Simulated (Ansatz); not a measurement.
Band structure of Mo

```xyz
1
Lattice="2.6049 0.0000 0.0000 0.0000 2.6049 0.0000 0.0000 0.0000 2.6049" Properties=species:S:1:pos:R:3 pbc="T T T"
Mo    0.0000    0.0000    0.0000
```

The structure comes from a relaxation in the same program, started in the sc type, and has space group Pm-3m. Whether it is a known phase or the ground state wasn't checked.

Computed with DFT, PBE, all-electron LAPW, scalar-relativistic in Ansatz 0.2.0.

Settings: a Γ-centred 12×12×12 k mesh, Fermi–Dirac smearing of 0.03 eV, basis error target 0.5 meV/atom, no spin polarisation.

Points in fractions of the reciprocal vectors of this cell: Γ (0, 0, 0), X (0, 0.5, 0), M (0.5, 0.5, 0), R (0.5, 0.5, 0.5). The path joins them by straight lines in the order Γ–X–M–Γ–R–X–R–M; legs that retrace an earlier one aren't tabulated. Energies are in eV from the Fermi level.

Task: List the levels at R between -8 and 1.5 eV.

Result: -3.62 (×3).

Task: List the levels at M between -8 and 1.5 eV.

Result: -5.19, -2.18, 1.34 (×2).

Task: List the levels at X between -8 and 1.5 eV.

Result: -3.39, -3.19, 0.15, 0.69 (×2).

Task: What is the band gap?

Result: none: bands cross the Fermi level, a metal.
